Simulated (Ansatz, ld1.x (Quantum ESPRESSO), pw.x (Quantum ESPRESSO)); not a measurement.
**Equation-of-state test of one PAW potential (Ga (Z = 31))**

gallium, PAW, made with ld1.x (Quantum ESPRESSO) 7.5 (PBE, scalar-relativistic). Core [Ar] 3d10, reference 4s2 4p1. Waves: 4s (bound): rcut 1.40, rcutus 1.80 bohr; 4s channel at 0.7 Ry: rcut 1.40, rcutus 1.80 bohr; 4p (bound): rcut 2.45, rcutus 2.90 bohr; 4p channel at 1.3 Ry: rcut 2.45, rcutus 2.90 bohr; 4d channel at 0.1 Ry: rcut 2.45, rcutus 3.05 bohr; 4d channel at 0.75 Ry: rcut 2.45, rcutus 3.05 bohr. Local part: all-electron potential smoothed inside 1.60 bohr (lloc = -2). Core correction: Bessel-smoothed model core, default radius (core density twice the valence density). Augmentation charge: PSQ, radius 1.50 bohr.

Atomic tests: largest excitation error: -204 meV (all-electron minus pseudo) for 4s1 4p0, out of 7 test configurations; lowest eigenvalue of the overlap operator: -1.31 (p channel); it is negative, so in a basis up to 400 Ry S is not positive definite; density cutoff estimated by the generator: 158 Ry.

Crystal test: fcc Ga in pw.x 7.5, no spin, 13³ k-points, Fermi–Dirac smearing 0.01 Ry, cutoffs 40/320 Ry. The lattice is a test structure that the element need not adopt, and mesh and smearing are coarse.

pw.x input:

```
&control
  calculation='scf', prefix='x', pseudo_dir='./', outdir='./tmp', tstress=.true., disk_io='none'
/
&system
  ibrav=0, nat=1, ntyp=1, ecutwfc=40, ecutrho=320, nbnd=8,
  occupations='smearing', smearing='fd', degauss=0.01
/
&electrons
  conv_thr=1e-09, mixing_beta=0.4, electron_maxstep=70
/
ATOMIC_SPECIES
Ga 1.0 Ga.UPF
CELL_PARAMETERS angstrom
  0.00000000 2.11884029 2.11884029
  2.11884029 0.00000000 2.11884029
  2.11884029 2.11884029 0.00000000
ATOMIC_POSITIONS crystal
Ga 0.0000 0.0000 0.0000
K_POINTS automatic
13 13 13 0 0 0
```

```bash
pw.x < Ga.scf.in > Ga.scf.out
```

Question: How does the run end?

Answer: Failed (cdiaghg: S matrix not positive definite). The atomic test gives a lowest overlap eigenvalue of -1.31 in the p channel. The largest radius (3.05 bohr) exceeds half the bond length (2.83 bohr), so the spheres overlap, which is one possible source of error among others. The ghost test of this file was not conclusive. Its overlap operator is not positive definite. The log shows:

```
Message from routine setup:
     using ibrav=0 with symmetry is DISCOURAGED, use correct ibrav instead
     lattice parameter (alat)  =       5.6626  a.u.
     unit-cell volume          =     128.3871 (a.u.)^3
     number of electrons       =         3.00
     number of Kohn-Sham states=            8
     kinetic-energy cutoff     =      40.0000  Ry
     charge density cutoff     =     320.0000  Ry
     scf convergence threshold =      1.0E-09
     Exchange-correlation= SLA  PW   PBX  PBC
     number of k points=    84  Fermi-Dirac smearing, width (Ry)=  0.0100
     iteration #  1     ecut=    40.00 Ry     beta= 0.40
     Error in routine cdiaghg (28):
     S matrix not positive definite
```
